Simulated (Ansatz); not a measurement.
# Dielectric function and optical constants of SiC (Moissanite 3C), part 2 of 2

Aim: the dielectric function of SiC (Moissanite 3C), and the optical constants that follow from it.

Ansatz 0.2.0; DFT, PBE, plane-wave PAW, default files, scalar-relativistic, independent-particle optical response without local fields.

So far. Step 2 (Ground state and bands): There is a gap, 1.36 eV on the path, so no carriers' term is needed. The cell is left with a pressure of 3.3 GPa, as it stands unrelaxed at this level.

## Step 3: Spectrum

The spectrum is a sum over vertical transitions between filled and empty bands at the fixed density, so many empty bands are needed.

This step: DFT, PBE, plane-wave PAW, default files, scalar-relativistic, independent-particle optical response without local fields (Ansatz 0.2.0).

The input, input.yaml:

```yaml
crystal:
  lattice:
    - [0.0, 2.179, 2.179]
    - [2.179, 0.0, 2.179]
    - [2.179, 2.179, 0.0]
  atoms:
    - { symbol: Si, position: [0.0, 0.0, 0.0] }
    - { symbol: C, position: [0.75, 0.75, 0.75] }
kpoints:
  mp_grid: { grid: [9, 9, 9] }
scf:
  occupations: { method: fixed }
hamiltonian:
  xc: pbe
  pseudopotentials: { kind: paw }
output:
  optics:
    e_range: [0, 14]
    de: 0.05
    sigma: 0.1
    nscf_kmesh: { grid: [10, 10, 10] }
    bands: { spectra_wanted_up_to: 14 }
```

The run is started by

```console
$ ansatz run input.yaml --threads 4 --pin off --max-ram 8192MiB --backend cpu --events-out ev --progress --plain --runs-dir out
```

Numbers of over 12 decimals in the logs are rounded to 6 here.

The log of the run:

```text
[...]
Crystal: 2 atoms, lattice volume = 20.692 Å³
Basis set: ecut = 420 eV, 411 PW (Γ)
Bands: 8, of which v1, the nominal top of the filled ones, is band 4 counted from 1 (3 counted from 0)
Symmetry: 24 space group operations
[...]
k-points: 35 of 729 (time reversal used)
[...]
SCF iter   1: F=—  HF=-887.156703 eV  |F-HF|=—  |Δ(HF+E_count)|=         —  Δρ=2.23e-3  dr2=1.05e-3  ethr=1.77e-3  ⟨swp⟩=4.9  Hψ=1975  notcnv=0  defer=52
[...]
SCF iter   7: F=-887.156686 eV  HF=-887.156686 eV  |F-HF|=1.14e-13  |Δ(HF+E_count)|=  4.77e-11  Δρ=4.21e-8  dr2=2.98e-13  ethr=1.00e-12  ⟨swp⟩=3.2  Hψ=1042  notcnv=0
SCF 1 converged in 7 iterations: F = -887.156686 eV  dr2 = 2.98e-13
[...]
NSCF: frozen V_eff on 47 k-points
[...]
output.optics: what the bands over the 13 summed would add to eps1, eps2 and the energy-loss function is held between a lower and an upper bound (6 Lanczos steps). eps1, eps2 and their loss function (loss_summed_bands) are given on every row as the summed bands alone make them. Along an axis, on a row where the two bounds hold the loss function to about 1 % of the greater of itself and 0.5 % of |1/eps|, its cell (loss_completed) is given, with the completed eps1 and eps2 that it is formed of (a cell that is left empty reads nan in the table and null in the record). The two bounds hold it so along every axis on all 281 rows up to 14.000 eV. [rest of the remark cut]
SCF converged after 7 iterations
Free energy (F): -887.156686 eV
[...]
Internal energy: -887.156686 eV  (E = F + TS)
E sigma→0 (E₀):  -887.156686 eV
Fermi energy:    9.479876 eV
[...]
--- Band table (eV; the first three rows and the last of 35) ---
[...]
```

It took 2.7 s on 4 threads of Intel Xeon at 2.70GHz, shared host; peak memory 0.45 GiB; 8.2 s of CPU time.

Numbers from this step:

- electronic dielectric constant ε∞, mean over x, y and z (by symmetry where fewer were run): 7.195
- absorption onset, first axis (α over 10⁴ cm⁻¹, or the direct gap if that lies higher): 4.545 eV
- main peak of Im epsilon, first axis: 6.871 eV
- least direct gap on the mesh: 4.545 eV
- bands summed: 13
- spectra valid up to: 16.95 eV
- program's estimate of the k-sum error in Im epsilon: 0.13 %
- electrons in the f-sum: 6.564

The Im ε, any direction has structure finer than the step of the table below, so its rows give means over 0.5 eV, whole bins alone (the curve runs from 0 to 14 eV). Peaks (eV: height): 6.85: 27.4, 8.15: 16.9.

Table of Im ε, any direction by photon energy; means over each step:

```
photon energy (eV)  Im ε, any direction
               4.0                    0
               4.5                0.565
               5.0                 3.15
               5.5                 6.17
               6.0                 10.6
               6.5                 19.2
               7.0                 23.1
               7.5                 9.61
               8.0                 12.7
               8.5                 14.3
               9.0                 9.91
               9.5                 7.69
              10.0                 5.88
              10.5                 4.47
              11.0                 3.58
              11.5                 2.84
              12.0                 2.79
              12.5                 2.28
              13.0                 1.93
              13.5                 1.57
```

The Re ε, any direction by photon energy:

```
photon energy (eV)  Re ε, any direction
               0.0                 7.20
               0.5                 7.22
               1.0                 7.32
               1.5                 7.47
               2.0                 7.71
               2.5                 8.05
               3.0                 8.54
               3.5                 9.24
               4.0                 10.3
               4.5                 12.8
               5.0                 14.4
               5.5                 15.9
               6.0                 16.3
               6.5                 18.0
               7.0                -2.81
               7.5                -1.21
               8.0                 5.78
               8.5                -3.83
               9.0                -5.17
               9.5                -5.21
              10.0                -5.08
              10.5                -4.54
              11.0                -3.89
              11.5                -3.39
              12.0                -2.88
              12.5                -2.78
              13.0                -2.51
              13.5                -2.19
              14.0                -1.90
```

The loss function −Im 1/ε at q → 0, any direction has structure finer than the step of the table below, so its rows give means over 0.5 eV, whole bins alone (the curve runs from 0 to 14 eV). Peaks (eV: height): 7.55: 0.113.

Loss function −Im 1/ε at q → 0, any direction against energy loss; means over each step:

energy loss (eV), loss function −Im 1/ε at q → 0, any direction and a bar:
```
      4.0      0.000 
      4.5      0.003 
      5.0      0.014 ##
      5.5      0.021 ###
      6.0      0.028 ####
      6.5      0.030 ####
      7.0      0.041 ######
      7.5      0.099 ##############
      8.0      0.076 ###########
      8.5      0.065 #########
      9.0      0.079 ###########
      9.5      0.089 ############
     10.0      0.098 ##############
     10.5      0.111 ###############
     11.0      0.128 ##################
     11.5      0.149 #####################
     12.0      0.175 ########################
     12.5      0.176 ########################
     13.0      0.192 ###########################
     13.5      0.216 ##############################
```

Values under 1 per cm are given as 1. Table of absorption coefficient, any direction by photon energy:

photon energy (eV), log10 absorption coefficient, any direction (1/cm) and a bar:
```
    0.000        0.0 
    0.500        0.0 
    1.000        0.0 
    1.500        0.0 
    2.000        0.0 
    2.500        0.0 
    3.000        0.0 
    3.500        0.0 
    4.000        0.0 
    4.500        4.1 ###################
    5.000        5.3 #########################
    5.500        5.6 ##########################
    6.000        5.9 ###########################
    6.500        6.1 #############################
    7.000        6.4 ##############################
    7.500        6.2 #############################
    8.000        6.2 #############################
    8.500        6.4 ##############################
    9.000        6.4 ##############################
    9.500        6.4 ##############################
   10.000        6.4 ##############################
   10.500        6.4 ##############################
   11.000        6.4 ##############################
   11.500        6.4 ##############################
   12.000        6.4 ##############################
   12.500        6.4 ##############################
   13.000        6.3 ##############################
   13.500        6.3 ##############################
   14.000        6.3 #############################
```

The reflectivity at normal incidence, any direction by photon energy; read off at these points:

```
photon energy (eV)  reflectivity at normal incidence, any direction (%)
              0.00                                                 20.9
              0.50                                                 20.9
              1.00                                                 21.2
              1.50                                                 21.6
              2.00                                                 22.1
              2.50                                                 22.9
              3.00                                                 24.0
              3.50                                                 25.5
              4.00                                                 27.6
              4.50                                                 31.7
              5.00                                                 34.7
              5.50                                                 37.9
              6.00                                                 41.5
              6.50                                                 48.5
              7.00                                                 59.3
              7.15                                                 61.3
              7.50                                                 43.3
              8.00                                                 39.5
              8.50                                                 54.5
              9.00                                                 55.7
              9.50                                                 56.6
             10.00                                                 58.2
             10.50                                                 59.0
             11.00                                                 58.1
             11.50                                                 58.5
             12.00                                                 53.3
             12.50                                                 56.8
             13.00                                                 56.7
             13.30                                                 58.0
             13.50                                                 57.5
             14.00                                                 54.9
```

From ε follow the optical constants at some laser and lamp lines:

```
wavelength (nm)     n      k  R (%)        1/α
           1550  2.70  0.000   21.1  over 1 mm
           1064  2.71  0.000   21.3  over 1 mm
            633  2.77  0.000   22.1  over 1 mm
            532  2.82  0.000   22.6  over 1 mm
            405  2.93  0.000   24.2  over 1 mm
            365  3.01  0.000   25.1  over 1 mm
            308  3.23  0.000   27.8  over 1 mm
```

A film 1 µm thick would pass 63 % of daylight and look colourless, dimmed by reflection in transmission (x = 0.315, y = 0.331).

The f-sum over the summed bands holds 6.6 of the cell's 8 electrons outside the frozen cores. Up to 14 eV the strength has a mean oscillator energy of 7.9 eV, close to the main peak.

## Step 4: Results

```
gap on the path                                                                                                    : 1.36 eV
least direct gap on the path                                                                                       : 4.55 eV
electronic dielectric constant ε∞, mean over x, y and z (by symmetry where fewer were run) (independent particles) : 7.19
absorption onset, first axis (α over 10⁴ cm⁻¹, or the direct gap if that lies higher)                              : 4.55 eV
main peak of Im epsilon, first axis                                                                                : 6.87 eV
```

At this level (PBE, independent particles) SiC has ε∞ = 7.19 and n = 2.70 at 1550 nm; absorption sets in near 4.5 eV, and Im ε peaks at 6.9 eV. The gap is indirect (1.36 eV), so absorption without phonons can begin only at the direct gap of 4.55 eV. Lines 0.1 eV wide carry a tail of absorption under the direct gap, past the threshold already at 4.48 eV. Absorption passes 10⁴ cm⁻¹ from the direct gap on, 4.55 eV, in the ultraviolet, so the visible is passed, but for phonon-assisted absorption over the indirect gap, which is left out. Distinct maxima of Im ε, read by a parabola through the highest points, lie at 6.87 eV (27) and 8.17 eV (17). The f-sum over the summed bands holds 6.6 of the cell's 8 electrons outside the frozen cores. Up to 14 eV the strength has a mean oscillator energy of 7.9 eV, close to the main peak. A film 1 µm thick would pass 63 % of daylight and look colourless, dimmed by reflection in transmission (x = 0.315, y = 0.331). Excitons and phonon-assisted transitions are missing, and so are local fields; PBE gaps are as a rule too small, which pulls the onset down and ε∞ up. In the base run ε includes the program's bounded estimate of what the bands above those summed add.

Calculation against experiment:

```
                 quantity  measured              PBE  PBE, no local fields
band gap (least gap) (eV)       2.4  1.36 (-1.04 eV)                     -
  ε∞ (mean of the tensor)      6.49                -        7.19 (+10.9 %)
```

Measured values from pmc:7200658 (2020) and arxiv:astro-ph/9903031 (1999).

Verdict: The band gap is off by -1.04 eV: a clear miss. Local and semilocal functionals usually give gaps below the measured ones. Zero-point and thermal motion shift the measured gap. The ε∞ is off by +10.9 %: fair agreement. The grades are ours: good and fair within 7 and 18 % for the ε∞. No cell relaxation is part of this session.

[Logs are printed without paths, hosts, clocks, repeated set-up lines and the standing remarks that a program may print on its own settings, such as how far it seeks lower states.]

[Hosts, paths, dates, database ids (printed as entryN), source tags and the programs' standing remarks are cut or masked in the printed files.]
